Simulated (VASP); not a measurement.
# Al (Im-3m) in VASP: a series of runs

The runs below take Al through single point, with PBEsol.

Program: VASP 6.6.1. These are calculated values, not measurements. Logs are shortened: lines on timing, memory, paths and dates and some standing lists are left out, and cuts for length are marked.

### Step 1. Starting point

The structure is cubic, space group Im-3m (No. 229). The conventional cell has a = 3.182 Å, b = 3.182 Å, c = 3.182 Å, α = 90.00°, β = 90.00°, γ = 90.00°. Around Al (site symmetry m-3m) lie 8 Al at 2.76 Å.

This isn't the form of Al at room conditions, which is fcc.

### Step 2. Single point, PBEsol

INCAR

```
ADDGRID = F
ALGO = Normal
EDIFF = 1E-7
ENCUT = 500
GGA = PS
ISIF = 2
ISMEAR = 1
LASPH = T
LCHARG = F
LREAL = F
LWAVE = F
NELM = 100
PREC = Low
SIGMA = 0.15
```

KPOINTS

```
k-points
0
Gamma
  15 15 15
```

POSCAR

```
Al
1.0
   -1.5912186900      1.5912186900      1.5912186900
    1.5912186900     -1.5912186900      1.5912186900
    1.5912186900      1.5912186900     -1.5912186900
Al
1
Direct
    0.0000000000      0.0000000000      0.0000000000
```

Potentials or basis: VASP PAW PBE potentials, release 64 (Al).

The run is started by

```bash
> cat potpaw_PBE.64/Al/POTCAR > POTCAR
> mpirun -np 1 vasp_std > vasp.out
```

OUTCAR:

```text
EDIFF = 1E-7
   ENCUT = 500
   GGA = PS
   ISIF = 2
   ISMEAR = 1
   LASPH = T
   LREAL = F
   NELM = 100
   PREC = Low

 Found    120 irreducible k-points:

 Following reciprocal coordinates:
            Coordinates               Weight
  0.000000  0.000000  0.000000      1.000000
  0.066667  0.000000  0.000000     12.000000
  0.133333  0.000000  0.000000     12.000000
  0.200000  0.000000  0.000000     12.000000
  0.266667  0.000000  0.000000     12.000000
  0.333333  0.000000  0.000000     12.000000
   k-points           NKPTS =    120   k-points in BZ     NKDIM =    120   number of bands    NBANDS=      5
   number of dos      NEDOS =    301   number of ions     NIONS =      1
   total plane-waves  NPLWV =   4096
   dimension x,y,z NGX =    16 NGY =   16 NGZ =   16
   dimension x,y,z NGXF=    16 NGYF=   16 NGZF=   16
   ions per type =               1
   NGX,Y,Z   is equivalent  to a cutoff of   9.65,  9.65,  9.65 a.u.
   NGXF,Y,Z  is equivalent  to a cutoff of   9.65,  9.65,  9.65 a.u.
 SYSTEM =  unknown system
   PREC   = low       normal or accurate (medium, high low for compatibility)
   ISTART =      0    job   : 0-new  1-cont  2-samecut
   ICHARG =      2    charge: 1-file 2-atom 10-const
   ISPIN  =      1    spin polarized calculation?
   LNONCOLLINEAR =      F non collinear calculations
   LSORBIT =      F    spin-orbit coupling
   LASPH  =      T    aspherical Exc in radial PAW
   ENCUT  =  500.0 eV  36.75 Ry    6.06 a.u.   5.02  5.02  5.02*2*pi/ulx,y,z
   NELM   =    100;   NELMIN=  2; NELMDL= -5     # of ELM steps
   EDIFF  = 0.1E-06   stopping-criterion for ELM
   LREAL  =      F    real-space projection
   EDIFFG = 0.1E-05   stopping-criterion for IOM
   NSW    =      0    number of steps for IOM
   IBRION =     -1    ionic relax: 0-MD 1-quasi-New 2-CG
   NFREE  =      0    steps in history (QN), initial steepest desc. (CG)
   ISIF   =      2    stress and relaxation
   ISYM   =      2    0-nonsym 1-usesym 2-fastsym
   POTIM  = 0.5000    time-step for ionic-motion
   TEBEG  =    0.0;   TEEND  =   0.0 temperature during run
   PSTRESS=    0.0 pullay stress
   NELECT =       3.0000    total number of electrons
   NUPDOWN=      -1.0000    fix difference up-down
   EMIN   =  10.00;   EMAX   =-10.00  energy-range for DOS
   EFERMI =   0.00;   METHOD = LEGACY
   ISMEAR =     1;   SIGMA  =   0.15  broadening in eV -4-tet -1-fermi 0-gaus
   EFERMI_NEDOS =   21; number of points for ismear=-14 and -15
   IALGO  =     38    algorithm
   IMIX   =      4    mixing-type and parameters
     AMIX     =   0.40;   BMIX     =  1.00
     AMIX_MAG =   1.60;   BMIX_MAG =  1.00
  volume/ion in A,a.u.               =      16.12       108.75
  Fermi-wavevector in a.u.,A,eV,Ry     =   0.934757  1.766435 11.888371  0.873771
  Thomas-Fermi vector in A             =   2.061595
   LORBIT       =      0    0 simple, 1 ext, 2 COOP (PROOUT), +10 PAW based schemes
   GGA     = PS    functional components
   LHFCALC =     F    Hartree Fock is set to
   AEXX    =    0.0000 exact exchange contribution
   IVDW    =     0    specifies the selected vdW correction
   LEPSILON=     F    determine dielectric tensor
   LRPA    =     F    only Hartree local field effects (RPA)
 non-spin polarized calculation
 Methfessel and Paxton  Order N= 1 SIGMA  =   0.15
  energy-cutoff  :      500.00
  volume of cell :       16.12
 maximum number of plane-waves:       420
   NGX =  9   NGY =  9   NGZ =  9

 number of electron       2.9999996 magnetization

 Free energy of the ion-electron system (eV)
  ---------------------------------------------------
  ext. energy  EPLUGINS =         0.00000000
  ---------------------------------------------------
  free energy    TOTEN  =        -3.99143562 eV

  energy without entropy =       -3.99145644  energy(sigma->0) =       -3.99144256

 E-fermi :   8.2034     XC(G=0): -10.3466

 val. band max:        8.1791845503   @ k =  -0.4000   0.4000   0.2000
 cond. band min:       8.2139117466   @ k =   0.2667   0.2667   0.0000
 fundamental gap:      0.0347271963
 Fermi energy:         8.2033875009

 k-point     1 :       0.0000    0.0000    0.0000
  band No.  band energies     occupation
      1      -3.0909      2.00000
      2      21.5852      0.00000
      3      21.5855      0.00000
      4      21.5855      0.00000
      5      23.2271      0.00000

 k-point     2 :       0.0667    0.0000    0.0000
  band No.  band energies     occupation
      1      -2.9611      2.00000
      2      20.0565      0.00000
      3      20.7376      0.00000
      4      21.0632      0.00000
      5      22.6489      0.00000

 k-point     3 :       0.1333    0.0000    0.0000
  band No.  band energies     occupation
      1      -2.5721      2.00000
      2      17.3704      0.00000
      3      19.5821      0.00000
      4      20.0057      0.00000
      5      21.5808      0.00000

 k-point     4 :       0.2000    0.0000    0.0000
  band No.  band energies     occupation
      1      -1.9263      2.00000
      2      14.5781      0.00000
      3      18.5794      0.00000
      4      18.9249      0.00000
      5      20.5493      0.00000

 k-point     5 :       0.2667    0.0000    0.0000
  band No.  band energies     occupation
      1      -1.0272      2.00000
      2      11.9021      0.00000
      3      17.7715      0.00000
      4      17.9955      0.00000
      5      19.6856      0.00000

 k-point     6 :       0.3333    0.0000    0.0000
  band No.  band energies     occupation
      1       0.1202      2.00000
      2       9.4042     -0.00000
      3      17.1655      0.00000
      4      17.2758      0.00000
      5      19.0258      0.00000

 [... further k-points ...]

------------------------ aborting loop because EDIFF is reached ----------------------------------------

  FORCE on cell =-STRESS in cart. coord.  units (eV):
  Direction    XX          YY          ZZ          XY          YZ          ZX
  --------------------------------------------------------------------------------------
  -------------------------------------------------------------------------------------
  Total        0.2162610      0.2162610      0.2162610      0.0000000      0.0000000     -0.0000000
  in kB       21.5000406     21.5000406     21.5000406      0.0000000      0.0000000     -0.0000000
  external PRESSURE =      21.5000406 kB  Pullay stress =       0.0000000 kB

 VOLUME and BASIS-vectors are now :
 -----------------------------------------------------------------------------
  energy-cutoff  :      500.00
  volume of cell :       16.12
      direct lattice vectors                 reciprocal lattice vectors
    -1.591218690  1.591218690  1.591218690     0.000000000  0.314224565  0.314224565
     1.591218690 -1.591218690  1.591218690     0.314224565  0.000000000  0.314224565
     1.591218690  1.591218690 -1.591218690     0.314224565  0.314224565  0.000000000

 POSITION                                       TOTAL-FORCE (eV/Angst)
 -----------------------------------------------------------------------------------
      0.00000      0.00000      0.00000        -0.000000      0.000000     -0.000000
 -----------------------------------------------------------------------------------
    total drift:                                0.000000      0.000000      0.000000

  FREE ENERGIE OF THE ION-ELECTRON SYSTEM (eV)
  ---------------------------------------------------
  free  energy   TOTEN  =        -3.9914356215 eV

  energy  without entropy=       -3.9914564396  energy(sigma->0) =       -3.99144256
```

Run time: 7.1 s. Hardware: 1 thread of Intel Xeon Platinum 8375C at 2.90GHz (Ice Lake), shared host; peak memory 0.1 GiB.

These settings aren't checked as converged: the numbers below hold their error.

Results:

```
Free energy            : -3.9914 eV
Pressure               : 2.2 GPa
Band gap on the k mesh : none (metal or under the smearing width)
```

Caveat: the PAW data sets were made with another functional, which shifts forces and pressure a little.

### Step 3. Single point, PBEsol

INCAR is that of step 2.

KPOINTS is that of step 2.

POSCAR

```
Al
1.0
   -1.5505220000      1.6151010000      1.5901740000
    1.5972310000     -1.6159030000      1.6376860000
    1.5218560000      1.5872370000     -1.5909760000
Al
1
Direct
   -0.0427450000     -0.0166940000     -0.0578530000
```

Potentials or basis: VASP PAW PBE potentials, release 64 (Al).

The run is started by

```bash
> cat potpaw_PBE.64/Al/POTCAR > POTCAR
> mpirun -np 1 vasp_std > vasp.out
```

It took 46 s on 1 thread of Intel Xeon Platinum 8375C at 2.90GHz (Ice Lake), shared host; peak memory 0.22 GiB.

The run converged, but some of its settings lie outside the range that counts as converged, so its numbers aren't taken as properties of the crystal.

Results:

| Item | Value |
| --- | --- |
| Free energy | -3.9901 eV |
| Pressure | 2.3 GPa |
| Band gap on the k mesh | none (metal or under the smearing width) |

Caveat: the PAW data sets were made with another functional, which shifts forces and pressure a little.

### Step 4. Single point, PBEsol

INCAR, as its differences from that of step 3:

```diff
@@ -12,3 +12,3 @@
 NELM = 100
-PREC = Low
+PREC = Normal
 SIGMA = 0.15
```

KPOINTS is that of step 3.

POSCAR

```
Al
1.0
   -1.5912186900      1.5912186900      1.5912186900
    1.5912186900     -1.5912186900      1.5912186900
    1.5912186900      1.5912186900     -1.5912186900
Al
1
Direct
    0.0000000000      0.0000000000      0.0000000000
```

Potentials or basis: VASP PAW PBE potentials, release 64 (Al).

The run is started by

```bash
> cat potpaw_PBE.64/Al/POTCAR > POTCAR
> mpirun -np 1 vasp_std > vasp.out
```

OUTCAR:

```text
EDIFF = 1E-7
   ENCUT = 500
   GGA = PS
   ISIF = 2
   ISMEAR = 1
   LASPH = T
   LREAL = F
   NELM = 100
   PREC = Normal

 Found    120 irreducible k-points:

 Following reciprocal coordinates:
            Coordinates               Weight
  0.000000  0.000000  0.000000      1.000000
  0.066667  0.000000  0.000000     12.000000
  0.133333  0.000000  0.000000     12.000000
  0.200000  0.000000  0.000000     12.000000
  0.266667  0.000000  0.000000     12.000000
  0.333333  0.000000  0.000000     12.000000
   k-points           NKPTS =    120   k-points in BZ     NKDIM =    120   number of bands    NBANDS=      5
   number of dos      NEDOS =    301   number of ions     NIONS =      1
   total plane-waves  NPLWV =   4096
   dimension x,y,z NGX =    16 NGY =   16 NGZ =   16
   dimension x,y,z NGXF=    32 NGYF=   32 NGZF=   32
   ions per type =               1
   NGX,Y,Z   is equivalent  to a cutoff of   9.65,  9.65,  9.65 a.u.
   NGXF,Y,Z  is equivalent  to a cutoff of  19.30, 19.30, 19.30 a.u.
 SYSTEM =  unknown system
   PREC   = normal    normal or accurate (medium, high low for compatibility)
   ISTART =      0    job   : 0-new  1-cont  2-samecut
   ICHARG =      2    charge: 1-file 2-atom 10-const
   ISPIN  =      1    spin polarized calculation?
   LNONCOLLINEAR =      F non collinear calculations
   LSORBIT =      F    spin-orbit coupling
[... 54 lines left out ...]
 val. band max:        8.1786185128   @ k =  -0.4000   0.4000   0.2000
 cond. band min:       8.2133834680   @ k =   0.2667   0.2667   0.0000
 fundamental gap:      0.0347649552
 Fermi energy:         8.2028038599

 k-point     1 :       0.0000    0.0000    0.0000
  band No.  band energies     occupation
      1      -3.0915      2.00000
      2      21.5846      0.00000
      3      21.5846      0.00000
      4      21.5846      0.00000
      5      23.2261      0.00000
[... 33 lines left out ...]
 k-point     6 :       0.3333    0.0000    0.0000
  band No.  band energies     occupation
      1       0.1197      2.00000
      2       9.4036     -0.00000
      3      17.1647      0.00000
      4      17.2751      0.00000
      5      19.0253      0.00000

 [... further k-points ...]

------------------------ aborting loop because EDIFF is reached ----------------------------------------

  FORCE on cell =-STRESS in cart. coord.  units (eV):
  Direction    XX          YY          ZZ          XY          YZ          ZX
  --------------------------------------------------------------------------------------
  -------------------------------------------------------------------------------------
  Total        0.2180573      0.2180573      0.2180573     -0.0000000     -0.0000000      0.0000000
  in kB       21.6786142     21.6786142     21.6786142     -0.0000000     -0.0000000      0.0000000
  external PRESSURE =      21.6786142 kB  Pullay stress =       0.0000000 kB

 VOLUME and BASIS-vectors are now :
 -----------------------------------------------------------------------------
  energy-cutoff  :      500.00
  volume of cell :       16.12
      direct lattice vectors                 reciprocal lattice vectors
    -1.591218690  1.591218690  1.591218690     0.000000000  0.314224565  0.314224565
     1.591218690 -1.591218690  1.591218690     0.314224565  0.000000000  0.314224565
     1.591218690  1.591218690 -1.591218690     0.314224565  0.314224565  0.000000000

 POSITION                                       TOTAL-FORCE (eV/Angst)
 -----------------------------------------------------------------------------------
      0.00000      0.00000      0.00000         0.000000     -0.000000     -0.000000
 -----------------------------------------------------------------------------------
    total drift:                                0.000000      0.000000     -0.000000

  FREE ENERGIE OF THE ION-ELECTRON SYSTEM (eV)
  ---------------------------------------------------
  free  energy   TOTEN  =        -3.9915438065 eV

  energy  without entropy=       -3.9915650184  energy(sigma->0) =       -3.99155088
```

It used 4.9 s of CPU time on 1 thread of Intel(R) Xeon(R) Platinum 8375C CPU @ 2.90GHz (Ice Lake), with other jobs on the host, which was overloaded at the time.

The run converged, but some of its settings lie outside the range that counts as converged, so its numbers aren't taken as properties of the crystal.

Results:

| Property | Result |
| --- | --- |
| Free energy | -3.9915 eV |
| Pressure | 2.2 GPa |
| Band gap on the k mesh | none (metal or under the smearing width) |

Caveat: the PAW data sets were made with another functional, which shifts forces and pressure a little.

### Step 5. For comparison

An earlier run on the cell as given: functional PBEsol; potentials or basis VASP PAW PBE potentials, release 64 (Al); cutoff 520 eV; k mesh 12 × 12 × 12; occupations fermi-dirac, width 0.05 eV; no spin polarisation.

- Pressure: 2.3 GPa
- Band gap on the k mesh: none (metal or under the smearing width)
